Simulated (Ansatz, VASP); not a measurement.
## Ta in VASP and in Ansatz

```
Ta
1.0
     2.76058   -2.76059    0.00000
     2.76058    2.76059    0.00000
     0.00000    0.00000    6.94007
Ta
5
Cartesian
  1.3803 -1.3803 2.0989
  1.3803 1.3803 4.8411
  1.3803 1.3803 2.0989
  1.3803 -1.3803 4.8411
  0.0000 0.0000 0.0000
```

Alike in both runs: functional PBE; k mesh 4 × 4 × 4; occupations gaussian, width 0.1 eV; no spin polarisation.

Ansatz relaxed the structure, and its values are those at the end. VASP's run is a single point on that final structure, the one shown.

|  | VASP | Ansatz |
| --- | --- | --- |
| version | VASP 6.6.1 | Ansatz 0.2.0 |
| potentials or method | VASP PAW PBE potentials, release 64 (Ta_pv) | scalar-relativistic, plane waves, PAW |
| plane-wave cutoff (eV) | 520 | 420 |
| valence electrons in the cell | 55 | 65 |

Ansatz gave:

| Quantity | Value |
| --- | --- |
| gap on the k mesh at the Fermi level (eV) | none |
| pressure (GPa) | 0.0 |

Estimate VASP's values.

gap on the k mesh at the Fermi level (eV): none; pressure (GPa): 0.1.

A gap of «none» marks a metal or a gap that the smearing closes. The two sets of potentials don't hold the same shells in valence.

Caveats: the k mesh is coarse (spacing up to 0.40 Å⁻¹), so the values aren't converged. The runs have no spin-orbit coupling, so splittings on Ta are missing.
